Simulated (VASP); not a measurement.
**VASP 6.6.1 run: CaO**

INCAR

```
PREC = Accurate
LASPH = .TRUE.
LCHARG = .FALSE.
LWAVE = .FALSE.
ALGO = Normal
NSW = 0
LREAL = .FALSE.
NELM = 120
EDIFF = 1E-8
ISIF = 2
METAGGA = R2SCAN
IBRION = -1
ISMEAR = -5
SIGMA = 0.2
NBANDS = 15
ENCUT = 520
```

KPOINTS

```
KPOINTS created by Atomic Simulation Environment
0
Gamma
10 10 10
0 0 0
```

POSCAR

```
Ca O
 1.0000000000000000
     0.0000000000000000    2.3016481089999998    2.3016481089999998
     2.3016481089999998    0.0000000000000000    2.3016481089999998
     2.3016481089999998    2.3016481089999998    0.0000000000000000
 Ca  O
   1   1
Cartesian
  0.0000000000000000  0.0000000000000000  0.0000000000000000
  2.3016481089999998  2.3016481089999998  2.3016481089999998
```

The recommended PBE PAW datasets give the neutral cell 16 valence electrons.

Command

```
mpirun -np 1 vasp_std
```

OSZICAR

```
N       E                     dE             d eps       ncg     rms          rms(c)
DAV:   1     0.119852805723E+03    0.11985E+03   -0.87567E+03  1418   0.114E+03
DAV:   2    -0.201422500560E+02   -0.14000E+03   -0.13143E+03  1711   0.308E+02
DAV:   3    -0.250633125987E+02   -0.49211E+01   -0.48855E+01  1776   0.604E+01
DAV:   4    -0.251819882684E+02   -0.11868E+00   -0.11861E+00  1754   0.852E+00
DAV:   5    -0.251842369804E+02   -0.22487E-02   -0.22487E-02  1721   0.105E+00    0.778E+00
DAV:   6    -0.191562460100E+02    0.60280E+01   -0.33687E+00  1872   0.236E+01    0.253E+00
DAV:   7    -0.192593604863E+02   -0.10311E+00   -0.51932E-01  1480   0.546E+00    0.189E+00
DAV:   8    -0.192860376910E+02   -0.26677E-01   -0.15162E-01  1596   0.476E+00    0.122E+00
DAV:   9    -0.192561094149E+02    0.29928E-01   -0.73580E-02  1552   0.308E+00    0.153E-01
DAV:  10    -0.192555575513E+02    0.55186E-03   -0.40197E-03  1676   0.665E-01    0.751E-02
DAV:  11    -0.192557451112E+02   -0.18756E-03   -0.73555E-04  1592   0.253E-01    0.639E-02
DAV:  12    -0.192556485227E+02    0.96589E-04   -0.19521E-04  1669   0.133E-01    0.455E-03
DAV:  13    -0.192556497019E+02   -0.11792E-05   -0.14101E-05  1803   0.355E-02    0.408E-03
DAV:  14    -0.192556500604E+02   -0.35850E-06   -0.14791E-07  1755   0.315E-03    0.286E-03
DAV:  15    -0.192556499543E+02    0.10613E-06   -0.47472E-07  1746   0.635E-03    0.110E-03
DAV:  16    -0.192556499298E+02    0.24431E-07   -0.43581E-08  1606   0.200E-03    0.455E-04
DAV:  17    -0.192556499330E+02   -0.31257E-08   -0.46531E-09   838   0.598E-04
   1 F= -.19255650E+02 E0= -.19255650E+02  d E =0.000000E+00
```

From OUTCAR

```
k-points           NKPTS =     47   k-points in BZ     NKDIM =     47   number of bands    NBANDS=     15

   NELECT =      16.0000    total number of electrons

   dimension x,y,z NGX =    24 NGY =   24 NGZ =   24
   dimension x,y,z NGXF=    48 NGYF=   48 NGZF=   48

  energy-cutoff  :      520.00
  volume of cell :       24.39
      direct lattice vectors                 reciprocal lattice vectors
     0.000000000  2.301648109  2.301648109    -0.217235640  0.217235640  0.217235640
     2.301648109  0.000000000  2.301648109     0.217235640 -0.217235640  0.217235640
     2.301648109  2.301648109  0.000000000     0.217235640  0.217235640 -0.217235640

 k-points in reciprocal lattice and weights: KPOINTS created by Atomic Simulation Env
   0.00000000  0.00000000  0.00000000       0.001
   0.10000000  0.00000000  0.00000000       0.008
   0.20000000  0.00000000  0.00000000       0.008
   0.30000000  0.00000000  0.00000000       0.008
   0.40000000  0.00000000  0.00000000       0.008
   0.50000000  0.00000000  0.00000000       0.004
   0.10000000  0.10000000  0.00000000       0.006
   0.20000000  0.10000000  0.00000000       0.024
   ...

 E-fermi :   2.9003

 k-point     1 :       0.0000    0.0000    0.0000
  band No.  band energies     occupation
      1     -35.7473      2.00000
      2     -15.5174      2.00000
      3     -15.5174      2.00000
      4     -15.5173      2.00000
      5     -13.9244      2.00000
      6       2.8014      2.00000
      7       2.8014      2.00000
      8       2.8015      2.00000
      9       9.4100      0.00000
     10       9.9517      0.00000
     11       9.9517      0.00000
     12       9.9517      0.00000
     13      11.7854      0.00000
     14      11.7854      0.00000
     15      19.4310      0.00000

 k-point     2 :       0.1000    0.0000    0.0000
  band No.  band energies     occupation
      1     -35.7302      2.00000
      2     -15.8558      2.00000
      3     -15.5240      2.00000
      4     -15.5240      2.00000
      5     -13.5869      2.00000
      6       2.4276      2.00000
      7       2.6267      2.00000
      8       2.6267      2.00000
      9       9.8513      0.00000
     10       9.9518      0.00000
     11      10.1576      0.00000
     12      10.1576      0.00000
     13      12.0896      0.00000
     14      12.0896      0.00000
     15      19.9441      0.00000

 k-point     3 :       0.2000    0.0000    0.0000
  band No.  band energies     occupation
      1     -35.6854      2.00000
      2     -16.4567      2.00000
      3     -15.5413      2.00000
      4     -15.5412      2.00000
      5     -12.9868      2.00000
      6       1.5904      2.00000
      7       2.2101      2.00000
      8       2.2101      2.00000
      9       9.9445      0.00000
     10      10.7284      0.00000
     11      10.7284      0.00000
     12      11.0242      0.00000
     13      12.8744      0.00000
     14      12.8744      0.00000
     15      20.8525      0.00000

 ...

  Total        3.1112072      3.1112072      3.1112072     -0.0000000      0.0000000      0.0000000
  in kB      204.4055778    204.4055778    204.4055778     -0.0000000      0.0000000      0.0000000
  external PRESSURE =     204.4055778 kB  Pullay stress =       0.0000000 kB

 POSITION                                       TOTAL-FORCE (eV/Angst)
 -----------------------------------------------------------------------------------
      0.00000      0.00000      0.00000         0.000000     -0.000000     -0.000000
      2.30165      2.30165      2.30165        -0.000000      0.000000      0.000000
 -----------------------------------------------------------------------------------
    total drift:                                0.000000     -0.000000     -0.000000

  FREE ENERGIE OF THE ION-ELECTRON SYSTEM (eV)
  ---------------------------------------------------
  free  energy   TOTEN  =       -19.2556499330 eV

  energy  without entropy=      -19.2556499330  energy(sigma->0) =      -19.25564993
```

It converged. Results: gap between bands v and c on the k mesh 4.11 eV; least direct gap on the k mesh 4.43 eV; pressure 20.4 GPa. Band v is the last that the valence electrons fill when counted band by band, and c is the next.

For comparison, a separate r²SCAN run of the intended cell, on usual settings and not on those above, gives a gap of 4.11 eV on its mesh and a pressure of 20.5 GPa.

The run above took about 40 s on one core of a shared host (Intel Xeon Platinum 8488C) and held 0.15 GiB at most.
